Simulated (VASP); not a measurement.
Runs of VASP 6.6.1 on SrO. The structure is cubic, space group Fm-3m (No. 225). The conventional cell has a = 5.161 Å, b = 5.161 Å, c = 5.161 Å, α = 90.00°, β = 90.00°, γ = 90.00°. Sr (site symmetry m-3m) has 6 O at 2.58 Å as nearest neighbours. O (site symmetry m-3m) has 6 Sr at 2.58 Å as nearest neighbours. 

```csv
task,level,potentials or basis,cell,k mesh,cutoff (eV),mesh quality,gap on the mesh (eV),pressure (GPa),relaxed volume (Å³/atom)
relaxation of cell and atoms,PBEsol,"VASP PAW PBE potentials, release 64 (Sr_sv, O)",relaxed,4 × 4 × 4,600,coarse,3.15,0.0,16.90
single point,PBEsol,"VASP PAW PBE potentials, release 64 (Sr_sv, O)",as given,8 × 8 × 8,520,not flagged,3.16,-1.4,-
relaxation of cell and atoms,PBEsol,"VASP PAW PBE potentials, release 64 (Sr_sv, O)",relaxed,8 × 8 × 8,580,not flagged,3.15,0.0,16.90
relaxation of cell and atoms,PBE,"VASP PAW PBE potentials, release 64 (Sr_sv, O)",relaxed,8 × 8 × 8,600,not flagged,3.28,0.0,(c)
relaxation of cell and atoms,PBEsol,"VASP PAW PBE potentials, release 64 (Sr_sv, O_s)",relaxed,8 × 8 × 8,480,not flagged,3.16,0.0,16.90
relaxation of cell and atoms,PBE+D3(BJ),"VASP PAW PBE potentials, release 64 (Sr_sv, O)",relaxed,8 × 8 × 8,600,not flagged,3.27,0.0,17.16
relaxation of cell and atoms,LDA,"VASP PAW LDA potentials, release 64 (Sr_sv, O)",relaxed,8 × 8 × 8,600,not flagged,(b),0.0,16.34
relaxation of cell and atoms,RPBE,"VASP PAW PBE potentials, release 64 (Sr_sv, O)",relaxed,8 × 8 × 8,600,not flagged,3.41,0.0,(a)
relaxation of cell and atoms,PBEsol,"VASP PAW PBE potentials, release 64 (Sr_sv, O)",relaxed,8 × 8 × 8,600,not flagged,3.15,0.0,16.90
```

Alike in all rows: no spin polarisation; smearing gaussian 0.02 eV.

**Question.** Fill in the values left out.

**Answer.** (a) 18.25; (b) 3.07; (c) 17.61.

Caveats: some runs use coarse meshes; the PAW data sets were made with another functional, which shifts forces and pressure a little (some runs).

A k mesh can miss the band edges, and the runs leave out spin-orbit coupling on Sr.

Not every run made on this cell is shown here.
